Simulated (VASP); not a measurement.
# GaAs in VASP: further runs

Runs on GaAs. Level: PBEsol. Tasks: single point, relaxation of the atoms.

Program: VASP 6.6.1. These are calculated values, not measurements. Logs are shortened: lines on timing, memory, paths and dates and some standing lists are left out, and cuts for length are marked.

### 1 The slab as given

The cell holds a slab with vacuum, 14 atoms: a = 4.004 Å, b = 5.663 Å, c = 27.013 Å, α = 90.00°, β = 90.00°, γ = 90.00°.

### 2 Single point, PBEsol

Contents of INCAR:

```
ALGO     = Fast           # electronic algorithm
DIPOL    = 0.5 0.5 0.500
EDIFF    = 1E-7           # SCF threshold, eV
ENCUT    = 520            # plane-wave cutoff, eV
GGA      = PS             # functional
ICORELEVEL= 1            
IDIPOL   = 3            
ISIF     = 2              # what is computed and relaxed
ISMEAR   = 0              # smearing method
KPAR     = 4            
LASPH    = True           # aspherical terms in the spheres
LCHARG   = False          # write CHGCAR
LDIPOL   = True         
LREAL    = False          # projectors in reciprocal space
LVACPOTAV= True         
LVHAR    = True         
LWAVE    = False          # write WAVECAR
NELM     = 80             # most SCF steps
PREC     = Accurate       # precision mode
SIGMA    = 0.03           # smearing width, eV
```

Contents of KPOINTS:

```
k-points
0
Gamma
  7 5 1
```

Contents of POSCAR:

```
GaAs
1.0
    4.0042028700      0.0000000000      0.0000000000
    0.0000000000      5.6627980000      0.0000000000
    0.0000000000      0.0000000000     27.0126086000
Ga As
7 7
Direct
    0.5000000000      0.5000000000      0.2776481200
    0.0000000000      0.0000000000      0.3517654100
    0.5000000000      0.5000000000      0.4258827100
    0.0000000000      0.0000000000      0.5000000000
    0.5000000000      0.5000000000      0.5741172900
    0.0000000000      0.0000000000      0.6482345900
    0.5000000000      0.5000000000      0.7223518800
    0.0000000000      0.7500000000      0.2776481200
    0.5000000000      0.2500000000      0.3517654100
    0.0000000000      0.7500000000      0.4258827100
    0.5000000000      0.2500000000      0.5000000000
    0.0000000000      0.7500000000      0.5741172900
    0.5000000000      0.2500000000      0.6482345900
    0.0000000000      0.7500000000      0.7223518800
```

Potentials or basis: VASP PAW PBE potentials, release 64 (Ga_d, As).

Started as:

```
> cat potpaw_PBE.64/Ga_d/POTCAR potpaw_PBE.64/As/POTCAR > POTCAR
> mpirun -np 4 vasp_std > vasp.out
```

OUTCAR:

```text
EDIFF = 1E-7
   ENCUT = 520
   GGA = PS
   ISIF = 2
   ISMEAR = 0
   LASPH = True
   LREAL = False
   NELM = 80
   PREC = Accurate

 ion  position               nearest neighbor table
   1  0.500  0.500  0.278-   9 2.45   8 2.45   8 2.45
   2  0.000  0.000  0.352-   8 2.45   9 2.45   9 2.45  10 2.45
   3  0.500  0.500  0.426-  11 2.45  10 2.45  10 2.45   9 2.45
   4  0.000  0.000  0.500-  10 2.45  12 2.45  11 2.45  11 2.45
   5  0.500  0.500  0.574-  11 2.45  12 2.45  12 2.45  13 2.45
   6  0.000  0.000  0.648-  14 2.45  13 2.45  13 2.45  12 2.45
   7  0.500  0.500  0.722-  13 2.45  14 2.45  14 2.45
   8  0.000  0.750  0.278-   2 2.45   1 2.45   1 2.45
   9  0.500  0.250  0.352-   1 2.45   2 2.45   2 2.45   3 2.45
  10  0.000  0.750  0.426-   4 2.45   3 2.45   3 2.45   2 2.45
  11  0.500  0.250  0.500-   3 2.45   5 2.45   4 2.45   4 2.45
  12  0.000  0.750  0.574-   4 2.45   5 2.45   5 2.45   6 2.45
  13  0.500  0.250  0.648-   7 2.45   6 2.45   6 2.45   5 2.45
  14  0.000  0.750  0.722-   6 2.45   7 2.45   7 2.45

  LATTYP: Found a simple orthorhombic cell.
 ALAT       =     4.0042028700
 B/A-ratio  =     1.4142135611
 C/A-ratio  =     6.7460639426

  Lattice vectors:

 A1 = (   4.0042028700,   0.0000000000,   0.0000000000)
 A2 = (   0.0000000000,   5.6627980000,   0.0000000000)
 A3 = (   0.0000000000,   0.0000000000,  27.0126086000)

Analysis of symmetry for initial positions (statically):
=====================================================================
 Subroutine PRICEL returns:
 Original cell was already a primitive cell.

 Routine SETGRP: Setting up the symmetry group for a
 simple orthorhombic supercell.

 Subroutine GETGRP returns: Found  4 space group operations
 (whereof  4 operations were pure point group operations)
 out of a pool of  8 trial point group operations.

The static configuration has the point symmetry C_2v.

Analysis of symmetry for dynamics (positions and initial velocities):
=====================================================================
 Subroutine PRICEL returns:
 Original cell was already a primitive cell.

 Routine SETGRP: Setting up the symmetry group for a
 simple orthorhombic supercell.

 Subroutine GETGRP returns: Found  4 space group operations
 (whereof  4 operations were pure point group operations)
 out of a pool of  8 trial point group operations.

The dynamic configuration has the point symmetry C_2v.

[... 152 lines left out ...]

 Free energy of the ion-electron system (eV)
  ---------------------------------------------------
  ext. energy  EPLUGINS =         0.00000000
  ---------------------------------------------------
  free energy    TOTEN  =       -60.21614139 eV

  energy without entropy =      -60.21614139  energy(sigma->0) =      -60.21614139

 the core state eigenenergies are
   1-  1s -10224.9086  2s  -1258.2786  2p  -1094.7489  3s   -144.1842  3p    -94.9126

   2-  1s -10224.6912  2s  -1258.0869  2p  -1094.5541  3s   -143.9721  3p    -94.6987

   3-  1s -10224.8612  2s  -1258.2563  2p  -1094.7236  3s   -144.1403  3p    -94.8669
[... 9 lines left out ...]
   8-  1s -11711.8681  2s  -1480.4310  2p  -1297.2604  3s   -184.3554  3p   -127.7339
       3d    -34.7556
   9-  1s -11712.3975  2s  -1480.9816  2p  -1297.8072  3s   -184.9631  3p   -128.3435
       3d    -35.3726
  10-  1s -11712.2352  2s  -1480.8227  2p  -1297.6477  3s   -184.8080  3p   -128.1885
       3d    -35.2183
  11-  1s -11712.3909  2s  -1480.9766  2p  -1297.8018  3s   -184.9575  3p   -128.3378
       3d    -35.3669
  12-  1s -11712.2352  2s  -1480.8227  2p  -1297.6477  3s   -184.8080  3p   -128.1885
       3d    -35.2183
  13-  1s -11712.3975  2s  -1480.9816  2p  -1297.8072  3s   -184.9631  3p   -128.3435
       3d    -35.3726
  14-  1s -11711.8681  2s  -1480.4310  2p  -1297.2604  3s   -184.3554  3p   -127.7339
       3d    -34.7556

 E-fermi :  -0.2647     XC(G=0):  -5.6156

 val. band max:       -0.3988331569   @ k =   0.0000   0.0000   0.0000
 cond. band min:      -0.1325019587   @ k =   0.4286   0.4000   0.0000
 fundamental gap:      0.2663311983
 Fermi energy:        -0.2646636023

 k-point     1 :       0.0000    0.0000    0.0000
  band No.  band energies     occupation
      1     -15.3181      2.00000
      2     -15.3166      2.00000
      3     -15.3034      2.00000
      4     -15.3016      2.00000
      5     -15.2974      2.00000
      6     -15.2646      2.00000
[... 925 lines left out ...]
     74       4.0641      0.00000
     75       4.3947      0.00000

------------------------ aborting loop because EDIFF is reached ----------------------------------------

  FORCE on cell =-STRESS in cart. coord.  units (eV):
  Direction    XX          YY          ZZ          XY          YZ          ZX
  --------------------------------------------------------------------------------------
  -------------------------------------------------------------------------------------
  Total       -2.0473077     -2.2847980      1.4668026      0.0000000      0.0000000      0.0000000
  in kB       -5.3552534     -5.9764697      3.8367950      0.0000000      0.0000000      0.0000000
  external PRESSURE =      -2.4983094 kB  Pullay stress =       0.0000000 kB

 VOLUME and BASIS-vectors are now :
 -----------------------------------------------------------------------------
  energy-cutoff  :      520.00
  volume of cell :      612.51
      direct lattice vectors                 reciprocal lattice vectors
     4.004202870  0.000000000  0.000000000     0.249737596  0.000000000  0.000000000
     0.000000000  5.662798000  0.000000000     0.000000000  0.176591148  0.000000000
     0.000000000  0.000000000 27.012608600     0.000000000  0.000000000  0.037019749

 POSITION                                       TOTAL-FORCE (eV/Angst)
 -----------------------------------------------------------------------------------
      2.00210      2.83140      7.50000         0.000000      1.046680      1.279310
      0.00000      0.00000      9.50210        -0.000000     -0.358698      0.259392
      2.00210      2.83140     11.50420         0.000000      0.336325      0.133119
      0.00000      0.00000     13.50630        -0.000000     -0.172242      0.000000
      2.00210      2.83140     15.50841         0.000000      0.336325     -0.133119
      0.00000      0.00000     17.51051         0.000000     -0.358698     -0.259392
      2.00210      2.83140     19.51261         0.000000      1.046680     -1.279310
      0.00000      4.24710      7.50000        -0.000000     -0.213487     -1.317797
      2.00210      1.41570      9.50210        -0.000000     -0.626021     -0.473485
      0.00000      4.24710     11.50420        -0.000000     -0.016529      0.044082
      2.00210      1.41570     13.50630        -0.000000     -0.164298      0.000000
      0.00000      4.24710     15.50841        -0.000000     -0.016529     -0.044082
      2.00210      1.41570     17.51051        -0.000000     -0.626021      0.473485
      0.00000      4.24710     19.51261        -0.000000     -0.213487      1.317797
 -----------------------------------------------------------------------------------
    total drift:                                0.000000      0.001137     -0.000000

  FREE ENERGIE OF THE ION-ELECTRON SYSTEM (eV)
  ---------------------------------------------------
  free  energy   TOTEN  =       -60.2161413899 eV

  energy  without entropy=      -60.2161413899  energy(sigma->0) =      -60.21614139

 vacuum level on the upper side and lower side of the slab         4.417         4.417
```

OSZICAR:

```text
N       E                     dE             d eps       ncg     rms          rms(c)
DAV:   1     0.116198415128E+04    0.11620E+04   -0.54623E+04  1880   0.185E+03
DAV:   2     0.142061229029E+03   -0.10199E+04   -0.98635E+03  2016   0.479E+02
DAV:   3    -0.441551284951E+02   -0.18622E+03   -0.17789E+03  2152   0.174E+02
[... 16 lines left out ...]
RMM:  20    -0.602161298240E+02   -0.38626E-04   -0.36432E-06  1801   0.353E-03    0.608E-04
RMM:  21    -0.602161394269E+02   -0.96029E-05   -0.17828E-06  1536   0.243E-03    0.209E-04
RMM:  22    -0.602161408192E+02   -0.13923E-05   -0.53954E-07  1465   0.193E-03    0.141E-04
RMM:  23    -0.602161413580E+02   -0.53884E-06   -0.23050E-07  1419   0.112E-03    0.787E-05
RMM:  24    -0.602161413899E+02   -0.31952E-07   -0.94899E-08  1365   0.837E-04
   1 F= -.60216141E+02 E0= -.60216141E+02  d E =-.832299E-11
```

Run time: 4.9 min. Hardware: 4 MPI ranks of Intel Xeon 6975P-C (Granite Rapids), shared host; peak memory 0.79 GiB.

What came out:

| Quantity | Value |
| --- | --- |
| Free energy | -60.2161 eV |
| Largest force | 1.653 eV/Å |
| Band gap on the k mesh | 0.27 eV, indirect (least direct gap 0.32 eV) |
| Ionisation potential of the upper face | 4.82 eV |

Forces in eV/Å, atoms in the order of the input:
```
Ga   0.000  1.047  1.279
Ga   0.000 -0.359  0.259
Ga   0.000  0.336  0.133
Ga   0.000 -0.172  0.000
Ga   0.000  0.336 -0.133
Ga   0.000 -0.359 -0.259
Ga   0.000  1.047 -1.279
As   0.000 -0.213 -1.318
As   0.000 -0.626 -0.473
As   0.000 -0.017  0.044
As   0.000 -0.164  0.000
As   0.000 -0.017 -0.044
As   0.000 -0.626  0.473
As   0.000 -0.213  1.318
```

Core levels (eV, on the scale of the bands):
| atom | levels |
| --- | --- |
| 1 Ga | 1s -10224.9, 2s -1258.3, 2p -1094.7, 3s -144.2, 3p -94.9 |
| 2 Ga | 1s -10224.7, 2s -1258.1, 2p -1094.6, 3s -144.0, 3p -94.7 |
| 3 Ga | 1s -10224.9, 2s -1258.3, 2p -1094.7, 3s -144.1, 3p -94.9 |
| 4 Ga | 1s -10224.7, 2s -1258.1, 2p -1094.6, 3s -144.0, 3p -94.8 |
| 5 Ga | 1s -10224.9, 2s -1258.3, 2p -1094.7, 3s -144.1, 3p -94.9 |
| 6 Ga | 1s -10224.7, 2s -1258.1, 2p -1094.6, 3s -144.0, 3p -94.7 |

Caveat: the PAW data sets were made with another functional, which shifts forces and pressure a little.

### 3 Relaxation of the atoms, PBEsol

Contents of INCAR:

```
SYSTEM = GaAs
PREC = Accurate ; ENCUT = 520
EDIFF = 1E-6 ; ISMEAR = 0
SIGMA = 0.03 ; LREAL = .FALSE.
LASPH = .TRUE. ; NELM = 80
ALGO = Normal ; ISIF = 2
LWAVE = .FALSE. ; LCHARG = .FALSE.
LDIPOL = .TRUE. ; IDIPOL = 3
DIPOL = 0.5 0.5 0.500 ; GGA = PS
IBRION = 2 ; NSW = 80
EDIFFG = -0.02 ; KPAR = 4
```

Contents of KPOINTS:

```
regular mesh
0
G
  7 5 1
  0 0 0
```

POSCAR is that of step 2.

Potentials or basis: VASP PAW PBE potentials, release 64 (Ga_d, As).

Started as:

```
> cat potpaw_PBE.64/Ga_d/POTCAR potpaw_PBE.64/As/POTCAR > POTCAR
> mpirun -np 4 vasp_std > vasp.out
```

It took 31 min on 4 MPI ranks of Intel Xeon 6975P-C (Granite Rapids), shared host; peak memory 0.91 GiB.

Results (log left out):

| Item | Value |
| --- | --- |
| Free energy | -61.6606 eV |
| Energy gained by relaxing | 103.2 meV/atom |
| Ionic steps | 18 |
| Largest force after relaxing | 0.020 eV/Å |
| Band gap on the k mesh | 0.79 eV, indirect (least direct gap 0.91 eV) |

Forces on the atoms (eV/Å):
```
Ga   0.000 -0.007  0.010
Ga   0.000  0.004  0.014
Ga   0.000  0.000 -0.002
Ga   0.000 -0.003  0.000
Ga   0.000  0.000  0.002
Ga   0.000  0.004 -0.014
Ga   0.000 -0.007 -0.010
As   0.000  0.000  0.015
As   0.000  0.002 -0.016
As   0.000 -0.007  0.014
As   0.000  0.020  0.000
As   0.000 -0.007 -0.014
As   0.000  0.002  0.016
As   0.000  0.000 -0.015
```

The path:
| step | energy change (eV) | largest force (eV/Å) | pressure (GPa) |
| --- | --- | --- | --- |
| 1 | 0.0000 | 1.6531 | -0.25 |
| 2 | -0.4470 | 1.3252 | -0.22 |
| 3 | -0.8334 | 0.9651 | -0.13 |
| 4 | -1.1682 | 0.6732 | -0.34 |
| 5 | -1.3490 | 0.6001 | -0.61 |
| 6 | -1.4061 | 0.3500 | -0.53 |
| 7 | -1.4069 | 0.2960 | -0.54 |
| 8 | -1.4213 | 0.1724 | -0.50 |
| 9 | -1.4249 | 0.2215 | -0.48 |
| 10 | -1.4347 | 0.1144 | -0.42 |
| 11 | -1.4362 | 0.0943 | -0.39 |
| 12 | -1.4398 | 0.0707 | -0.37 |
| 13 | -1.4400 | 0.0708 | -0.37 |
| 14 | -1.4429 | 0.0521 | -0.34 |
| 15 | -1.4430 | 0.0571 | -0.34 |
| 16 | -1.4440 | 0.0301 | -0.34 |
| 17 | -1.4441 | 0.0278 | -0.34 |
| 18 | -1.4444 | 0.0197 | -0.33 |

Final structure:
```
Ga As
1.0
     4.00420    0.00000    0.00000
     0.00000    5.66280    0.00000
     0.00000    0.00000   27.01261
Ga As
7 7
Cartesian
  2.0021 3.1644 7.9513
  0.0000 5.5536 9.4043
  2.0021 2.7585 11.5211
  0.0000 5.5739 13.5063
  2.0021 2.7585 15.4915
  0.0000 5.5536 17.6083
  2.0021 3.1644 19.0613
  4.0042 4.3459 7.2456
  2.0021 1.3155 9.5170
  0.0000 4.1856 11.4752
  2.0021 1.3286 13.5063
  0.0000 4.1856 15.5374
  2.0021 1.3155 17.4956
  4.0042 4.3459 19.7670
```

Levels at points of the mesh, in eV from the valence-band top:
```csv
k point,band 61,band 62,band 63,band 64,band 65,band 66
"(0.00, 0.00, 0.00)",-0.35,-0.18,0.00,0.91,1.45,1.59
```

Caveat: the PAW data sets were made with another functional, which shifts forces and pressure a little.

### 4 Single point, PBEsol

Contents of INCAR:

```
ALGO     = Fast           # electronic algorithm
DIPOL    = 0.5 0.5 0.500
EDIFF    = 1E-7           # SCF threshold, eV
ENCUT    = 520            # plane-wave cutoff, eV
GGA      = PS             # functional
ICORELEVEL= 1            
IDIPOL   = 3            
ISIF     = 2              # what is computed and relaxed
ISMEAR   = 0              # smearing method
KPAR     = 4            
LASPH    = True           # aspherical terms in the spheres
LCHARG   = False          # write CHGCAR
LDIPOL   = True         
LREAL    = False          # projectors in reciprocal space
LVACPOTAV= True         
LVHAR    = True         
LWAVE    = False          # write WAVECAR
NELM     = 80             # most SCF steps
PREC     = Accurate       # precision mode
SIGMA    = 0.03           # smearing width, eV
```

Contents of KPOINTS:

```
k-points
0
Gamma
  7 5 1
```

Contents of POSCAR:

```
GaAs                                    
1.0
    4.0042028700      0.0000000000      0.0000000000
    0.0000000000      5.6627980000      0.0000000000
    0.0000000000      0.0000000000     27.0126086000
  Ga              As            
     7     7
Direct
     0.5000000000000000    0.5588110873843143    0.2943569251938445
     0.0000000000000000    0.9807220836952776    0.3481459460743153
     0.5000000000000000    0.4871208774375475    0.4265085505931073
     0.0000000000000000    0.9842964022295757    0.5000000000000000
     0.5000000000000000    0.4871208774375475    0.5734914494068927
     0.0000000000000000    0.9807220836952776    0.6518540539256849
     0.5000000000000000    0.5588110873843143    0.7056430748061558
     1.0000000000000000    0.7674470777462902    0.2682288629846338
     0.5000000000000000    0.2323080106221971    0.3523167921648753
     0.0000000000000000    0.7391368936842259    0.4248101666843076
     0.5000000000000000    0.2346115366307184    0.5000000000000000
     0.0000000000000000    0.7391368936842259    0.5751898333156924
     0.5000000000000000    0.2323080106221971    0.6476832078351248
     1.0000000000000000    0.7674470777462902    0.7317711370153663
```

Started as:

```
> cat potpaw_PBE.64/Ga_d/POTCAR potpaw_PBE.64/As/POTCAR > POTCAR
> mpirun -np 4 vasp_std > vasp.out
```

Run time: 4.6 min. Hardware: 4 MPI ranks of Intel Xeon 6975P-C (Granite Rapids), shared host; peak memory 0.8 GiB.

It converged, with:

* Free energy: -61.6606 eV
* Largest force: 0.020 eV/Å
* Band gap on the k mesh: 0.79 eV, indirect (least direct gap 0.91 eV)
* Ionisation potential of the upper face: 4.89 eV

Forces in eV/Å, atoms in the order of the input:
```
Ga   0.000 -0.006  0.010
Ga   0.000  0.003  0.015
Ga   0.000 -0.001 -0.002
Ga   0.000 -0.002  0.000
Ga   0.000 -0.001  0.002
Ga   0.000  0.003 -0.015
Ga   0.000 -0.006 -0.010
As   0.000  0.000  0.015
As   0.000  0.002 -0.016
As   0.000 -0.007  0.014
As   0.000  0.020  0.000
As   0.000 -0.007 -0.014
As   0.000  0.002  0.016
As   0.000  0.000 -0.015
```

Levels at points of the mesh, in eV from the valence-band top:
```
           k point  band 61  band 62  band 63  band 64  band 65  band 66
(0.00, 0.00, 0.00)    -0.35    -0.18     0.00     0.91     1.45     1.59
```

Core levels (eV, on the scale of the bands):
| atom | levels |
| --- | --- |
| 1 Ga | 1s -10224.9, 2s -1258.3, 2p -1094.8, 3s -144.2, 3p -94.9 |
| 2 Ga | 1s -10224.8, 2s -1258.1, 2p -1094.6, 3s -144.0, 3p -94.8 |
| 3 Ga | 1s -10224.8, 2s -1258.2, 2p -1094.6, 3s -144.1, 3p -94.8 |
| 4 Ga | 1s -10224.8, 2s -1258.2, 2p -1094.6, 3s -144.0, 3p -94.8 |
| 5 Ga | 1s -10224.8, 2s -1258.2, 2p -1094.6, 3s -144.1, 3p -94.8 |
| 6 Ga | 1s -10224.8, 2s -1258.1, 2p -1094.6, 3s -144.0, 3p -94.8 |

Caveat: the PAW data sets were made with another functional, which shifts forces and pressure a little.
